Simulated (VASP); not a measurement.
# From an Ansatz input to VASP: SiC (strained zincblende)

Ansatz input

```yaml
crystal:
  lattice:
    - [0.0, 2.2433939216, 2.2433939216]
    - [2.2433939216, 0.0, 2.2433939216]
    - [2.2433939216, 2.2433939216, 0.0]
  atoms:
    - { symbol: Si, position: [0.0, 0.0, 0.0] }
    - { symbol: C, position: [0.25, 0.25, 0.25] }
kpoints:
  mp_grid: { grid: [10, 10, 10] }
  band_path:
    path:
      - [0.0, 0.0, 0.0]
      - [-0.5, -0.5, 0.0]
      - [-0.375, -0.375, 0.25]
      - [-0.375, 0.0, 0.375]
      - [0.0, 0.0, 0.5]
      - [-0.5, -0.25, 0.25]
      - [0.0, 0.5, 0.5]
    npoints: 1
hamiltonian:
  xc: pbe
scf:
  occupations: { method: fermi_dirac, width: 0.02 }
  n_extra_bands: 4
output:
  forces: true
  stress: true
  eigenvalues: true
```

Q: Write VASP inputs for this cell and level of theory.

A: 

INCAR

```
ISIF = 2
NELM = 120
NBANDS = 11
PREC = Accurate
LASPH = .TRUE.
LREAL = .FALSE.
EDIFF = 1E-7
IBRION = -1
LCHARG = .FALSE.
GGA = PE
SIGMA = 0.02
ENCUT = 520
NSW = 0
ISMEAR = -1
LWAVE = .FALSE.
```

KPOINTS

```
KPOINTS created by Atomic Simulation Environment
0
Gamma
10 10 10
0 0 0
```

KPOINTS_OPT

```
special points
7
Reciprocal
0.0000000000 0.0000000000 0.0000000000 1
-0.5000000000 -0.5000000000 0.0000000000 1
-0.3750000000 -0.3750000000 0.2500000000 1
-0.3750000000 0.0000000000 0.3750000000 1
0.0000000000 0.0000000000 0.5000000000 1
-0.5000000000 -0.2500000000 0.2500000000 1
0.0000000000 0.5000000000 0.5000000000 1
```

POSCAR

```
Si C
 1.0000000000000000
     0.0000000000000000    2.2433939216000001    2.2433939216000001
     2.2433939216000001    0.0000000000000000    2.2433939216000001
     2.2433939216000001    2.2433939216000001    0.0000000000000000
 Si  C
   1   1
Cartesian
  0.0000000000000000  0.0000000000000000  0.0000000000000000
  1.1216969608000000  1.1216969608000000  1.1216969608000000
```

VASP ran with the recommended PBE PAW datasets (8 valence electrons in the cell). Other inputs would serve too.

```json
{"": "gap between bands v and c", "Ansatz": "1.43 eV", "VASP": "1.43 eV"}
{"": "least direct gap", "Ansatz": "4.45 eV", "VASP": "4.45 eV"}
{"": "pressure", "Ansatz": "-13.3 GPa", "VASP": "-13.4 GPa"}
```

The two codes use different PAW datasets and cutoffs. VASP's cell holds 8 valence electrons and Ansatz's 8. Ansatz's stress includes a Pulay correction; VASP's doesn't.
